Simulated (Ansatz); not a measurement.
# BaTiO3 (P1) in Ansatz: band structure with PBEsol+U

Aim: the band structure of BaTiO3 with PBEsol+U.

Everything below comes from runs of Ansatz 0.2.0. Logs are shortened: lines on timing, memory, paths and dates and some standing lists are left out, and cuts for length are marked.

## 1. The structure

The typed cell holds 10 atoms: a = 5.655 Å, b = 5.655 Å, c = 5.670 Å, α = 60.09°, β = 60.09°, γ = 60.00°.

## 2. Band structure, PBEsol+U

Contents of input.yaml:

```yaml
crystal:
  lattice:
    - [2.82766816, -4.89766492, 0.0]
    - [5.65533632, 0.0, 0.0]
    - [2.82766816, -1.63255497, 4.63546322]
  atoms:
    - { symbol: Ba, position: [0.91779247, 0.96775091, 0.97383736] }
    - { symbol: Ba, position: [0.57742951, 0.65455723, 0.34893146] }
    - { symbol: Ti, position: [0.85544443, 0.70465259, 0.78240916] }
    - { symbol: Ti, position: [0.2254501, 0.19420324, 0.34593407] }
    - { symbol: O, position: [0.10783783, 0.46592468, 0.94251724] }
    - { symbol: O, position: [0.52682404, 0.06235204, 0.36075773] }
    - { symbol: O, position: [0.62664548, 0.39895374, 0.01956568] }
    - { symbol: O, position: [0.86136909, 0.0487807, 0.56098022] }
    - { symbol: O, position: [0.50457995, 0.98889507, 0.05291614] }
    - { symbol: O, position: [0.8179271, 0.5352298, 0.54825093] }
hamiltonian:
  xc: pbesol
  pseudopotentials: { kind: paw }
  hubbard: { sites: [{ species: Ti, l: d, u_eff: 5.0 }] }
kpoints:
  mp_grid: { grid: [6, 6, 6] }
  band_path:
    path:
      - [[0.0, 0.0, 0.0], [0.0, -0.5, 0.0], [0.4987152748, -0.2506423626, 0.2493576374]]
      - [[0.2506423626, -0.2506423626, 0.5], [0.0, 0.0, 0.5], [0.0, 0.0, 0.0], [0.3746788187, -0.3746788187, 0.0]]
      - [[0.3746788187, -0.2506423626, 0.3746788187], [0.5, 0.0, 0.5], [0.3759635439, 0.0, 0.6253211813], [0.0, 0.0, 0.5]]
      - [[0.0, -0.5, 0.0], [0.0, -0.3759635439, 0.3746788187]]
    npoints: 10
scf:
  occupations: { method: fermi_dirac, width: 0.05 }
  n_extra_bands: 25
output:
  forces: true
  stress: true
  eigenvalues: true
  fatbands: false
```

Potentials or basis: Ansatz PAW.

Launch:

```console
ansatz run input.yaml --threads 4 --pin off --max-ram 11264MiB --backend cpu --events-out ev --progress --plain --runs-dir out
```

Standard output:

```text
Warning: RAYON_NUM_THREADS=4 ignored (pool sized by the plan → 4); use --threads N
Ba: projections on atomic orbitals take those of the free atom [Kr 4d10] 5s2 5p6 6s2, of charge +0.00 (hamiltonian.pseudopotentials.projection_atoms); the dataset's partial waves leave at most 9.7e-6 of an orbital's norm unspanned inside its sphere
Ti: projections on atomic orbitals take those of the free atom [Ne] 3s2 3p6 3d2 4s2, of charge +0.00 (hamiltonian.pseudopotentials.projection_atoms); the dataset's partial waves leave at most 4.1e-7 of an orbital's norm unspanned inside its sphere
O: projections on atomic orbitals take those of the free atom [He] 2s2 2p4, of charge +0.00 (hamiltonian.pseudopotentials.projection_atoms); the dataset's partial waves leave at most 1.9e-8 of an orbital's norm unspanned inside its sphere
scf.n_extra_bands = 25 over 40 filled bands (N_el = 80.0): the run solves 65 bands
Engine: ansatz 0.2.0, aarch64-unknown-linux-gnu
Pseudopotentials: kind: paw
Pseudopotential: Ba, paw, valence charge 10, recommended cutoff 420 eV (normal), Ba.paw.azcp
Pseudopotential: Ti, paw, valence charge 12, recommended cutoff 420 eV (normal), Ti.paw.azcp
Pseudopotential: O, paw, valence charge 6, recommended cutoff 420 eV (normal), O.paw.azcp
Functional definition: PBEsol
  exchange = pbesol_x
  correlation = pbesol_c
Crystal: 10 atoms, lattice volume = 128.393 Å³
Basis set: ecut = 420 eV, 2499 PW (Γ), exchange–correlation on 80×80×80 points (8 copies of the dense FFT grid, shifted against one another)
Bands: 65, of which v1, the nominal top of the filled ones, is band 40 counted from 1 (39 counted from 0)
Symmetry: 1 space group operations
Space group: P1 (ITA 1), of the structure as read, at distance tolerance 5.0e-5 Å
k-points: 112 of 216 (time reversal used)
Non-local potential: Ba, projectors of the file, l = 0: 3, l = 1: 2, l = 2: 2, l = 3: 2
Non-local potential: Ti, projectors of the file, l = 0: 3, l = 1: 2, l = 2: 3, l = 3: 1
Non-local potential: O, projectors of the file, l = 0: 2, l = 1: 2, l = 2: 1
PAW form: soft (Blöchl's): semilocal exchange-correlation on the pseudo side does not see the compensation charge
PAW frozen core: Ba, regenerated for the run's functional, and the local potential with it (the file was generated under x = pbe(κ = 0.804, μ = 0.2195149727645171), c = pbe(β = 0.06672455060314922))
PAW frozen core: Ti, regenerated for the run's functional, and the local potential with it (the file was generated under x = pbe(κ = 0.804, μ = 0.2195149727645171), c = pbe(β = 0.06672455060314922))
PAW frozen core: O, regenerated for the run's functional, and the local potential with it (the file was generated under x = pbe(κ = 0.804, μ = 0.2195149727645171), c = pbe(β = 0.06672455060314922))
PAW one-centre angular grid: Ba, 194 points (default); XC on 64 Gauss nodes
PAW one-centre angular grid: Ti, 590 points (default); XC on 64 Gauss nodes
PAW one-centre angular grid: O, 110 points (default); XC on 64 Gauss nodes
Initial density: superposition of atomic densities (chi_scale 0.1, normalization cell, long waves of neutral atoms under a Hubbard term (reshape's long-wave potential 0.01 eV rms, cloud 2.81 Å wide))
Initial wavefunctions: pseudopotential atomic-orbital guess
Functional: x = pbesol(κ = 0.804, μ = 0.12345679012345678), c = pbesol(β = 0.046)
SCF iter   1: F=—  HF=-20028.972523 eV  |F-HF|=—  |Δ(HF+E_count)|=         —  Δρ=1.05e-1  dr2=2.99e1  ethr=3.10e-3  ⟨swp⟩=7.4  Hψ=41334  notcnv=0  defer=1284
preconditioner: auto → Kerker (q_TF=auto, 2.521 Å⁻¹)  [metal: Δε(μ)=0.012 eV  Ē_g=13.783 eV  σ=0.050 eV  W_gap=0.06  n_scr=26 (ndim 8)  ℏωp=25.4 eV  f_vac=0.000  D(μ)=1.71/eV (n_scr^D=8)]
SCF iter   2: F=—  HF=-20024.548110 eV  |F-HF|=—  |Δ(HF+E_count)|=    4.42e0  Δρ=6.33e-2  dr2=9.94e0  ethr=3.10e-3  ⟨swp⟩=3.0  Hψ=13691  notcnv=0  defer=1643
preconditioner: auto → Resta (q_TF=auto, 2.521 Å⁻¹)  ε∞=4.3  [insulator: Δε(μ)=1.248 eV  Ē_g=14.074 eV  σ=0.050 eV  W_gap=1.00  n_scr=26 (ndim 8)  ℏωp=25.4 eV  f_vac=0.000  D(μ)=0.00/eV (n_scr^D=0)  ε∞_Penn≈4.3]
SCF iter   3: F=—  HF=-20022.698315 eV  |F-HF|=—  |Δ(HF+E_count)|=    1.85e0  Δρ=8.12e-2  dr2=1.17e1  ethr=3.10e-3  ⟨swp⟩=3.0  Hψ=13387  notcnv=0  defer=1702
SCF iter   4: F=—  HF=-20021.952515 eV  |F-HF|=—  |Δ(HF+E_count)|=   7.46e-1  Δρ=3.32e-2  dr2=2.10e0  ethr=3.10e-3  ⟨swp⟩=3.4  Hψ=14194  notcnv=0  defer=1566
SCF iter   5: F=—  HF=-20021.631759 eV  |F-HF|=—  |Δ(HF+E_count)|=   3.21e-1  Δρ=1.23e-2  dr2=2.55e-1  ethr=2.63e-3  ⟨swp⟩=2.0  Hψ=9574  notcnv=0  defer=1627
SCF iter   6: F=—  HF=-20021.602895 eV  |F-HF|=—  |Δ(HF+E_count)|=   2.89e-2  Δρ=5.06e-3  dr2=3.51e-2  ethr=3.19e-4  ⟨swp⟩=3.0  Hψ=9374  notcnv=0  defer=1627
SCF iter   7: F=—  HF=-20021.606377 eV  |F-HF|=—  |Δ(HF+E_count)|=   3.48e-3  Δρ=1.87e-3  dr2=4.97e-3  ethr=4.39e-5  ⟨swp⟩=2.0  Hψ=9725  notcnv=0  defer=1627
SCF iter   8: F=—  HF=-20021.607592 eV  |F-HF|=—  |Δ(HF+E_count)|=   1.21e-3  Δρ=1.09e-3  dr2=1.49e-3  ethr=6.21e-6  ⟨swp⟩=2.0  Hψ=10144  notcnv=0  defer=1627
SCF iter   9: F=—  HF=-20021.607890 eV  |F-HF|=—  |Δ(HF+E_count)|=   2.98e-4  Δρ=6.30e-4  dr2=5.79e-4  ethr=1.87e-6  ⟨swp⟩=2.0  Hψ=8405  notcnv=0  defer=1627
SCF iter  10: F=—  HF=-20021.607917 eV  |F-HF|=—  |Δ(HF+E_count)|=   2.77e-5  Δρ=2.07e-4  dr2=7.19e-5  ethr=7.24e-7  ⟨swp⟩=2.1  Hψ=7964  notcnv=0  defer=1627
SCF iter  11: F=—  HF=-20021.607948 eV  |F-HF|=—  |Δ(HF+E_count)|=   3.04e-5  Δρ=8.27e-5  dr2=9.82e-6  ethr=8.98e-8  ⟨swp⟩=2.0  Hψ=9503  notcnv=0  defer=1626
SCF iter  12: F=—  HF=-20021.607954 eV  |F-HF|=—  |Δ(HF+E_count)|=   6.87e-6  Δρ=5.83e-5  dr2=3.96e-6  ethr=1.23e-8  ⟨swp⟩=2.0  Hψ=9739  notcnv=0  defer=1626
SCF iter  13: F=—  HF=-20021.607955 eV  |F-HF|=—  |Δ(HF+E_count)|=   7.41e-7  Δρ=3.08e-5  dr2=1.40e-6  ethr=4.96e-9  ⟨swp⟩=2.0  Hψ=8879  notcnv=0  defer=1626
SCF iter  14: F=-20021.607955 eV  HF=-20021.607955 eV  |F-HF|=1.36e-8  |Δ(HF+E_count)|=   1.85e-7  Δρ=7.99e-6  dr2=8.56e-8  ethr=1.25e-10  ⟨swp⟩=16.0  Hψ=52869  notcnv=0
SCF 1 converged in 14 iterations: F = -20021.607955 eV  dr2 = 8.56e-8
NSCF: frozen V_eff on 94 k-points
SCF converged after 14 iterations
Free energy (F): -20021.607955 eV
Harris-Foulkes:  -20021.607955 eV  (|F-HF|=1.36e-8)
Internal energy: -20021.607914 eV  (E = F + TS)
E sigma→0 (E₀):  -20021.607934 eV
Entropy (-TS):   -0.000042 eV (-0.004 meV/atom)
Fermi energy:    12.424384 eV
--- Per-component energies (eV) ---
  E_band       = -315.311685
  E_kinetic    = 2003.392837
  E_local      = -5199.358874  (includes V_loc(G=0)·N_el)
  E_nonlocal   = 433.751470
  E_hartree    = 2089.414035
  E_xc         = -985.052535
  E_vxc        = -1102.930870  (∫ρ·V_xc dr)
  E_hubbard    = 8.896123  (on-site DFT+U / exact-exchange correction)
  E_vhub       = 5.579834  (the Hubbard potential's part of the band-sum identity)
  E_paw        = -13246.643822  (= ΣΔE_a)
  E_vpaw       = -634.589942  (= ΣTr[D̂ρ^β])
  E_aug_tail   = 0.015087  (compensation charges beyond the density's cutoff)
  E_ewald      = -5126.815596
  E_core_change = 0.793362  (= ΣΔE_core)
  E_smearing   = -0.000042  (= −TS)
  E_closure    = 0.000000  (closes the sum)
  Σ components = -20021.607955   (vs F -20021.607955, Δ=0.00e0)
--- Forces (eV/Å), atoms counted from 1 ---
  atom   1  Ba     9.69864392    -9.10894677    -0.66946801
  atom   2  Ba   -17.14545605     3.24441284     9.61723417
  atom   3  Ti    -9.85835673     5.11581216    -1.41075810
  atom   4  Ti     2.20997373    10.93147837    -5.05684380
  atom   5  O     -0.28123824    -2.83362446     1.11899220
  atom   6  O      4.55332167    -7.19362010     7.78018692
  atom   7  O      4.16330090     2.08509004    -0.09725767
  atom   8  O      1.47130487    -1.25361748    -4.56877311
  atom   9  O      1.11037636    10.07477709    -8.89690941
  atom  10  O      4.07810196   -11.06207860     2.18373333
  max |Σ_I F_I| component: 3.17e-4 eV/Å
--- Stress (GPa, compression-positive) ---
       57.222436      -2.457254      -6.842884
       -2.457257      64.209007     -21.148133
       -6.842882     -21.148133      61.091264
  P = ⅓ Tr σ = 60.8409 GPa (608.409 kbar)
--- Band table (eV; the first three rows and the last of 112) ---
  k-point 0: bands = ["-47.0735", "-46.4530", "-24.1771", "-23.5048", "-23.3453", "-23.1640", "-23.0651", "-22.8740", "-16.2555", "-14.0365", "-9.2534", "-7.6592", "-6.8478", "-6.2648", "-6.1299", "-5.0276", "-1.9291", "-0.4263", "-0.1435", "0.2870", "1.5902", "2.0962", "4.2943", "5.8593", "6.0734", "6.5564", "7.0199", "7.2036", "7.3664", "7.7306", "7.7884", "8.0521", "8.2348", "8.5352", "8.9587", "9.3979", "9.8598", "10.7189", "11.4767", "11.9613", "12.9882", "13.1724", "13.4943", "13.9138", "14.3039", "14.4130", "14.9451", "15.2877", "15.5971", "16.1620", "16.4262", "16.8323", "17.2321", "17.6356", "18.4796", "18.8257", "19.4799", "19.7694", "20.1230", "20.5215", "20.8390", "21.1139", "21.2853", "21.5658", "21.6787"]
  k-point 1: bands = ["-47.0734", "-46.4529", "-24.1774", "-23.5050", "-23.3448", "-23.1651", "-23.0655", "-22.8742", "-16.2276", "-14.0692", "-9.2549", "-7.7197", "-6.7695", "-6.2950", "-6.1799", "-4.9491", "-1.8681", "-0.4560", "-0.1519", "0.3951", "1.6367", "2.0325", "4.3608", "5.7298", "5.9689", "6.4634", "6.8386", "7.2217", "7.3182", "7.5754", "7.9036", "8.1326", "8.3210", "8.5763", "8.9428", "9.3454", "10.0115", "10.6541", "11.3960", "11.8725", "12.9887", "13.2353", "13.5343", "13.9693", "14.3263", "14.4256", "14.8310", "15.2560", "15.4943", "16.2897", "16.6176", "16.8850", "17.3311", "17.7522", "18.5958", "18.9626", "19.2285", "19.8459", "20.2291", "20.4682", "20.9293", "21.1678", "21.2489", "21.5508", "21.7108"]
  k-point 2: bands = ["-47.0734", "-46.4528", "-24.1779", "-23.5054", "-23.3439", "-23.1672", "-23.0664", "-22.8746", "-16.1684", "-14.1384", "-9.2580", "-7.8194", "-6.6310", "-6.3606", "-6.2594", "-4.8074", "-1.7455", "-0.4878", "-0.1637", "0.5983", "1.6733", "1.9478", "4.4769", "5.4839", "5.7919", "6.4122", "6.5863", "7.0621", "7.2855", "7.4146", "7.8832", "8.2737", "8.3880", "8.6382", "8.9150", "9.3854", "10.2164", "10.5215", "11.2932", "11.7411", "13.0777", "13.3552", "13.5440", "14.0088", "14.3810", "14.5050", "14.7324", "15.1504", "15.3659", "16.4490", "16.8669", "17.1216", "17.5995", "17.7306", "18.5251", "19.2419", "19.4342", "19.7069", "20.2777", "20.6643", "20.9982", "21.1213", "21.3325", "21.5576", "21.7259"]
  k-point 111: bands = ["-47.0734", "-46.4528", "-24.1770", "-23.5043", "-23.3447", "-23.1655", "-23.0713", "-22.8741", "-16.1866", "-14.0672", "-9.3056", "-7.9219", "-6.8284", "-6.3601", "-6.0784", "-4.6949", "-1.8553", "-0.2615", "-0.0454", "0.3478", "1.5764", "2.3268", "4.6032", "5.2420", "5.9693", "6.3077", "6.7077", "7.0667", "7.3067", "7.5992", "7.8426", "7.9414", "8.3294", "8.5154", "8.6791", "9.4382", "9.5708", "10.7709", "11.4651", "11.9173", "12.9490", "13.1433", "13.5601", "13.8976", "14.3260", "14.6511", "14.8977", "15.2368", "15.6079", "16.0652", "16.6408", "17.4668", "18.0092", "18.2894", "18.7270", "18.8354", "18.9907", "19.8033", "20.4714", "20.6480", "20.7378", "21.2455", "21.3647", "21.6373", "21.8213"]
Occupation matrices written to <dir>
```

Wall time 53 s (4 threads of Arm Neoverse V2, shared host); peak memory 1.2 GiB.

What came out:

```yaml
Free_energy: -20021.6080 eV
Pressure: 60.8 GPa
Largest_force: 19.924 eV/Å
Band_gap_on_the_k_mesh: 0.85 eV, indirect (least direct gap 0.91 eV)
Band_gap_along_the_path: 0.88 eV, indirect (least direct gap 0.93 eV)
```

Forces on the atoms (eV/Å):
```
Ba    9.699  -9.109  -0.669
Ba  -17.145   3.244   9.617
Ti   -9.858   5.116  -1.411
Ti    2.210  10.931  -5.057
O    -0.281  -2.834   1.119
O     4.553  -7.194   7.780
O     4.163   2.085  -0.097
O     1.471  -1.254  -4.569
O     1.110  10.075  -8.897
O     4.078 -11.062   2.184
```

Levels at the corners of the path, in eV from the valence-band top:
| point | band 38 | band 39 | band 40 | band 41 | band 42 | band 43 |
| --- | --- | --- | --- | --- | --- | --- |
| Γ | -1.32 | -0.57 | -0.08 | 0.95 | 1.13 | 1.45 |
| L | -1.40 | -0.25 | 0.00 | 0.93 | 1.20 | 1.58 |
| B1 | -1.70 | -0.58 | -0.21 | 0.97 | 1.27 | 1.70 |
| B | -1.70 | -0.64 | -0.26 | 1.13 | 1.20 | 1.64 |
| Z | -1.58 | -0.79 | -0.33 | 1.10 | 1.39 | 1.47 |
| Γ | -1.32 | -0.57 | -0.08 | 0.95 | 1.13 | 1.45 |
| X | -1.53 | -0.59 | -0.14 | 0.93 | 1.22 | 1.61 |
| Q | -1.73 | -0.55 | -0.17 | 0.92 | 1.32 | 1.59 |
| F | -1.73 | -0.92 | -0.32 | 0.98 | 1.35 | 1.54 |
| P1 | -1.70 | -0.87 | -0.35 | 1.08 | 1.24 | 1.65 |
| Z | -1.58 | -0.79 | -0.33 | 1.10 | 1.39 | 1.47 |
| L | -1.40 | -0.25 | 0.00 | 0.93 | 1.20 | 1.58 |
| P | -1.44 | -0.51 | -0.28 | 1.20 | 1.24 | 1.64 |

Eigenvalues of the final occupation matrices:
```tsv
site	spin	trace	eigenvalues
site 1	1	1.25	0.16 0.21 0.25 0.30 0.33
site 2	1	1.19	0.10 0.19 0.22 0.30 0.38
```

Caveat: a pressure of tens of GPa on the cell as given is suspect, and the run, the potentials or the cell itself is likely at fault; the pressure holds a Pulay correction of +0.6 GPa for the finite cutoff; spin-orbit coupling is left out, which moves the levels of the heavy elements; the PAW data sets come from PBE, with cores solved anew for the run's functional, which leaves a small shift of forces and pressure; forces of over 1 eV/Å show positions far from the minimum, so gaps and moduli don't describe the material at rest.
